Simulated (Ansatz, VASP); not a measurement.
## In3P: VASP beside Ansatz

INCAR

```
PREC = Accurate
ENCUT = 520
EDIFF = 1E-6
ISMEAR = 0
SIGMA = 0.1
LREAL = F
LASPH = T
NELM = 100
ALGO = Normal
ISIF = 2
LWAVE = F
LCHARG = T
GGA = PE
LELF = T
LVHAR = T
NBANDS = 54
```

The input KPOINTS:

```
Automatic mesh
0
Gamma
  4 4 4
```

The input POSCAR:

```
In3P
1.0
    3.4742641925     -5.1930540521      0.0000000000
    3.4742641925      5.1930540521      0.0000000000
    0.0000000000      0.0000000000      4.6907213299
In P
6 2
Direct
    0.1751000000      0.8249000000      0.2500000000
    0.8249000000      0.1751000000      0.7500000000
    0.1179000000      0.3079000000      0.2500000000
    0.8821000000      0.6921000000      0.7500000000
    0.3079000000      0.1179000000      0.7500000000
    0.6921000000      0.8821000000      0.2500000000
    0.6321000000      0.3679000000      0.2500000000
    0.3679000000      0.6321000000      0.7500000000
```

Input for Ansatz:

```yaml
crystal:
  lattice:
    - [3.4742641925, -5.1930540521, 0.0]
    - [3.4742641925, 5.1930540521, 0.0]
    - [0.0, 0.0, 4.6907213299]
  atoms:
    - { symbol: In, position: [0.1751, 0.8249, 0.25] }
    - { symbol: In, position: [0.8249, 0.1751, 0.75] }
    - { symbol: In, position: [0.1179, 0.3079, 0.25] }
    - { symbol: In, position: [0.8821, 0.6921, 0.75] }
    - { symbol: In, position: [0.3079, 0.1179, 0.75] }
    - { symbol: In, position: [0.6921, 0.8821, 0.25] }
    - { symbol: P, position: [0.6321, 0.3679, 0.25] }
    - { symbol: P, position: [0.3679, 0.6321, 0.75] }
basis:
  ecutwfc: 420
kpoints:
  mp_grid: { grid: [4, 4, 4] }
hamiltonian:
  xc: pbe
scf:
  occupations: { method: gaussian, width: 0.1 }
  lower_state_search: "off"
output:
  forces: true
  stress: true
  eigenvalues: true
```

Alike in both runs: task single point; functional PBE; k mesh 4 × 4 × 4; occupations gaussian, width 0.1 eV; no spin polarisation.

|  | VASP | Ansatz |
| --- | --- | --- |
| version | VASP 6.6.1 | Ansatz 0.2.0 |
| potentials or method | VASP PAW PBE potentials, release 64 (In_d, P) | scalar-relativistic, plane waves, PAW |
| plane-wave cutoff (eV) | 520 | 420 |
| valence electrons in the cell | 88 | 88 |

```tsv
	VASP	Ansatz	Ansatz less VASP
gap on the k mesh at the Fermi level (eV)	none	none	-
pressure (GPa)	10.7	10.7	+0.02
largest component of the traceless stress (GPa)	2.03	2.03	-0.002
rms of the force components (eV/Å)	0.730	0.730	-0.0005
```

Atom by atom the forces differ by 0.001 eV/Å (rms over components). A gap of «none» marks a metal or a gap that the smearing closes. The functional is the same, so the differences come from potentials, cutoffs and numerics.

Caveats: forces of over 1 eV/Å show positions far from the minimum, so gaps and moduli don't describe the material at rest.
